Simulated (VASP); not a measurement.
# W in VASP: density of states with PBEsol

Aim: the density of states of W with PBEsol.

All numbers are computed with VASP 6.6.1; they aren't measurements. Logs are shortened: lines on timing, memory, paths and dates and some standing lists are left out, and cuts for length are marked.

## 1. The crystal as given

The cell holds a amorphous, 8 atoms: a = 5.989 Å, b = 5.227 Å, c = 5.020 Å, α = 94.03°, β = 78.85°, γ = 97.14°.

The cell was built by a generator and needn't be a form met in nature.

## 2. Density of states, PBEsol

The input, POSCAR:

```
W
1.0
    5.8669120000     -0.7856540000      0.9116170000
    0.1782310000      5.1281020000     -0.9983950000
    0.2983860000      0.5988030000      4.9748120000
W
8
Direct
    0.3762800000      0.4774260000      0.9731520000
    0.9107470000      0.5966340000      0.8815550000
    0.3035280000      0.9225850000      0.7717730000
    0.6390160000      0.6453820000      0.5003690000
    0.0988650000      0.7592670000      0.3422970000
    0.7354490000      0.1618950000      0.6301910000
    0.2433210000      0.3278500000      0.4928470000
    0.9776290000      0.1650810000      0.1135730000
```

The input, INCAR.step1:

```
SYSTEM = W
PREC = Accurate
ENCUT = 520
EDIFF = 1E-6
ISMEAR = -5
SIGMA = 0.1
LREAL = .FALSE.
LASPH = .TRUE.
NELM = 100
ALGO = Fast
ISIF = 2
LWAVE = .FALSE.
LCHARG = .TRUE.
LMAXMIX = 4
GGA = PS
NBANDS = 66
```

The input, KPOINTS.step1:

```
Automatic mesh
0
G
  3 4 4
  0 0 0
```

The input, INCAR.step2:

```
SYSTEM = W
PREC = Accurate
ENCUT = 520
EDIFF = 1E-6
ISMEAR = -5
SIGMA = 0.1
LREAL = .FALSE.
LASPH = .TRUE.
NELM = 100
ALGO = Fast
ISIF = 2
LWAVE = .FALSE.
LCHARG = .FALSE.
LMAXMIX = 4
GGA = PS
LORBIT = 10
NEDOS = 2001
ICHARG = 11
```

The input, KPOINTS.step2:

```
Automatic mesh
0
G
  5 6 6
  0 0 0
```

Potentials or basis: VASP PAW PBE potentials, release 64 (W_sv).

Command:

```bash
$ cat potpaw_PBE.64/W_sv/POTCAR > POTCAR
$ cp INCAR.step1 INCAR
$ cp KPOINTS.step1 KPOINTS
$ mpirun -np 1 vasp_std > vasp.out
$ cp INCAR.step2 INCAR
$ cp KPOINTS.step2 KPOINTS
$ mpirun -np 1 vasp_std > vasp.out
```

OUTCAR:

```text
SYSTEM = W
   PREC = Accurate
   ENCUT = 520
   EDIFF = 1E-6
   ISMEAR = -5
   LREAL = .FALSE.
   LASPH = .TRUE.
   NELM = 100
   ISIF = 2
   GGA = PS
   LORBIT = 10
   ICHARG = 11

 ion  position               nearest neighbor table
   1  0.376  0.477  0.973-   7 2.72   3 2.72   7 2.72   4 2.72   5 2.72   8 2.72   3 3.01   2 3.06
                             6 3.06   2 3.13   4 3.35
   2  0.911  0.597  0.882-   3 2.72   6 2.72   8 2.72   4 2.78   5 2.80   5 2.87   7 2.93   1 3.06
                             8 3.12   1 3.13   4 3.22
   3  0.304  0.923  0.772-   6 2.71   2 2.72   8 2.72   1 2.72   7 2.72   4 2.72   5 2.72   1 3.01
                             5 3.03   7 3.33
   4  0.639  0.645  0.500-   3 2.72   5 2.72   1 2.72   7 2.72   6 2.75   2 2.78   6 2.81   2 3.22
                             1 3.35
   5  0.099  0.759  0.342-   4 2.72   3 2.72   7 2.72   8 2.72   1 2.72   2 2.80   2 2.87   3 3.03
                             7 3.07   6 3.28   8 3.28
   6  0.735  0.162  0.630-   3 2.71   8 2.72   2 2.72   4 2.75   4 2.81   7 3.02   8 3.06   1 3.06
                             5 3.28   7 3.38
   7  0.243  0.328  0.493-   1 2.72   3 2.72   1 2.72   5 2.72   4 2.72   8 2.74   2 2.93   6 3.02
                             5 3.07   3 3.33   8 3.33   6 3.38
   8  0.978  0.165  0.114-   6 2.72   3 2.72   2 2.72   5 2.72   1 2.72   7 2.74   6 3.06   2 3.12
                             5 3.28   7 3.33

  LATTYP: Found a triclinic cell.
 ALAT       =     5.2274266124
 B/A-ratio  =     1.3368550072
 C/A-ratio  =     2.0199414169
 COS(alpha) =     0.0028155726
 COS(beta)  =     0.5989886366
 COS(gamma) =     0.6975759256

  Lattice vectors:

 A1 = (  -0.1782310000,  -5.1281020000,   0.9983950000)
 A2 = (  -0.4766170000,  -5.7269050000,  -3.9764170000)
 A3 = (   5.9870670000,  -5.3149530000,   6.8848240000)

Analysis of symmetry for initial positions (statically):
=====================================================================
 Subroutine PRICEL returns:
 Original cell was already a primitive cell.

 Routine SETGRP: Setting up the symmetry group for a
 triclinic supercell.

 Subroutine GETGRP returns: Found  1 space group operations
 (whereof  1 operations were pure point group operations)
 out of a pool of  2 trial point group operations.

The static configuration has the point symmetry C_1 .

Analysis of symmetry for dynamics (positions and initial velocities):
=====================================================================
 Subroutine PRICEL returns:
 Original cell was already a primitive cell.

 Routine SETGRP: Setting up the symmetry group for a
 triclinic supercell.

[... 141 lines left out ...]
  Thomas-Fermi vector in A             =   2.590602
   LORBIT       =     10    0 simple, 1 ext, 2 COOP (PROOUT), +10 PAW based schemes
   GGA     = PS    functional components
   LHFCALC =     F    Hartree Fock is set to
   AEXX    =    0.0000 exact exchange contribution
   IVDW    =     0    specifies the selected vdW correction
   LEPSILON=     F    determine dielectric tensor
   LRPA    =     F    only Hartree local field effects (RPA)
 non-spin polarized calculation
 RMM-DIIS sequential band-by-band and
 Fermi weights with tetrahedron method with Bloechl corrections
  energy-cutoff  :      520.00
  volume of cell :      152.81
 maximum number of plane-waves:      4137
 NGX is ok and might be reduce to    48

 number of electron     111.9999999 magnetization

 Free energy of the ion-electron system (eV)
  ---------------------------------------------------
  ext. energy  EPLUGINS =         0.00000000
  ---------------------------------------------------
  free energy    TOTEN  =      -102.09677598 eV

  energy without entropy =     -102.09677598  energy(sigma->0) =     -102.09677598

 E-fermi :   8.4067     XC(G=0): -12.5307

 val. band max:        8.4272252178   @ k =   0.2000   0.5000   0.3333
 cond. band min:       8.3583790649   @ k =   0.4000   0.5000   0.3333
 fundamental gap:     -0.0688461529
 Fermi energy:         8.4066639003

 k-point     1 :       0.0000    0.0000    0.0000
  band No.  band energies     occupation
      1     -65.4802      2.00000
      2     -65.4344      2.00000
      3     -65.3871      2.00000
      4     -65.3535      2.00000
      5     -65.3248      2.00000
      6     -65.2903      2.00000
[... 1669 lines left out ...]
     66      10.8015      0.00000
     67      11.1581      0.00000

 [... further k-points ...]

------------------------ aborting loop because EDIFF is reached ----------------------------------------

  FORCE on cell =-STRESS in cart. coord.  units (eV):
  Direction    XX          YY          ZZ          XY          YZ          ZX
  --------------------------------------------------------------------------------------
  -------------------------------------------------------------------------------------
  Total      -15.2492326    -14.7702570    -11.5555281      2.7740605     -0.1660942     -2.6581388
  in kB     -159.8811695   -154.8593314   -121.1543820     29.0847448     -1.7414212    -27.8693596
  external PRESSURE =    -145.2982943 kB  Pullay stress =       0.0000000 kB

 VOLUME and BASIS-vectors are now :
 -----------------------------------------------------------------------------
  energy-cutoff  :      520.00
  volume of cell :      152.81
      direct lattice vectors                 reciprocal lattice vectors
     5.866912000 -0.785654000  0.911617000     0.170856720 -0.007751763 -0.009314819
     0.178231000  5.128102000 -0.998395000     0.029149026  0.189216278 -0.024523728
     0.298386000  0.598803000  4.974812000    -0.025458982  0.039394298  0.197797863

 POSITION                                       TOTAL-FORCE (eV/Angst)
 -----------------------------------------------------------------------------------
      2.58307      2.73539      4.70761         1.234070     -0.421847      0.914701
      5.71265      2.87195      4.62015        -0.535670      0.303131     -0.021415
      2.17549      4.95478      3.19502        -0.698079     -0.286442      0.060534
      4.01338      3.10716      2.42743         0.745989     -0.456239     -2.056629
      0.81749      4.02089      1.03494        -0.162179      0.749688     -0.004022
      4.53171      0.62977      3.64389         0.837227      0.249917     -0.058350
      1.63303      1.78520      2.34631        -0.778046     -0.078089      0.806518
      5.79897      0.14648      1.29141        -0.643311     -0.060119      0.358664
 -----------------------------------------------------------------------------------
    total drift:                                0.006989     -0.001579     -0.001529

  FREE ENERGIE OF THE ION-ELECTRON SYSTEM (eV)
  ---------------------------------------------------
  free  energy   TOTEN  =      -102.0967759764 eV

  energy  without entropy=     -102.0967759764  energy(sigma->0) =     -102.09677598

 total charge

# of ion       s       p       d       tot
------------------------------------------
    1        2.414   6.271   3.338  12.023
    2        2.404   6.264   3.282  11.950
    3        2.436   6.270   3.397  12.102
    4        2.424   6.244   3.330  11.998
    5        2.412   6.275   3.331  12.018
    6        2.410   6.218   3.288  11.915
    7        2.413   6.266   3.339  12.019
    8        2.419   6.237   3.337  11.992
--------------------------------------------------
tot         19.332  50.045  26.642  96.019
```

It took 13 min on 1 thread of Intel Xeon Platinum 8488C (Sapphire Rapids), shared host; peak memory 0.68 GiB.

What came out:

```
Valence electrons inside the program's atomic spheres : W 12.02, 11.95, 12.10, 12.00, 11.91, 11.99
```

States per cell in windows of 1 eV (zero at the Fermi level; states under -8 eV left out):
```csv
from (eV),total,W6_d,W7_d,W8_d,W4_d,W2_d,W5_d
-8.0,0.66,0.00,0.00,0.00,0.00,0.00,0.00
-7.0,1.12,0.01,0.01,0.01,0.01,0.01,0.01
-6.0,2.44,0.05,0.08,0.06,0.06,0.07,0.07
-5.0,6.94,0.27,0.49,0.35,0.34,0.42,0.45
-4.0,8.09,0.47,0.62,0.54,0.54,0.55,0.58
-3.0,10.06,0.78,0.79,0.82,0.83,0.81,0.75
-2.0,10.20,0.86,0.72,0.93,0.86,0.76,0.78
-1.0,8.62,0.85,0.64,0.64,0.71,0.68,0.70
0.0,8.16,0.79,0.71,0.60,0.67,0.79,0.65
1.0,6.87,0.66,0.67,0.69,0.69,0.70,0.60
2.0,6.74,0.72,0.71,0.77,0.67,0.57,0.62
3.0,0.31,0.03,0.03,0.03,0.04,0.03,0.03
4.0,0.00,0.00,0.00,0.00,0.00,0.00,0.00
5.0,0.00,0.00,0.00,0.00,0.00,0.00,0.00
6.0,0.00,0.00,0.00,0.00,0.00,0.00,0.00
```

Caveat: the PAW data sets were made with another functional, which shifts forces and pressure a little; tetrahedron occupations give inexact forces and stress in metals. The run has no spin-orbit coupling, so splittings on W are missing.
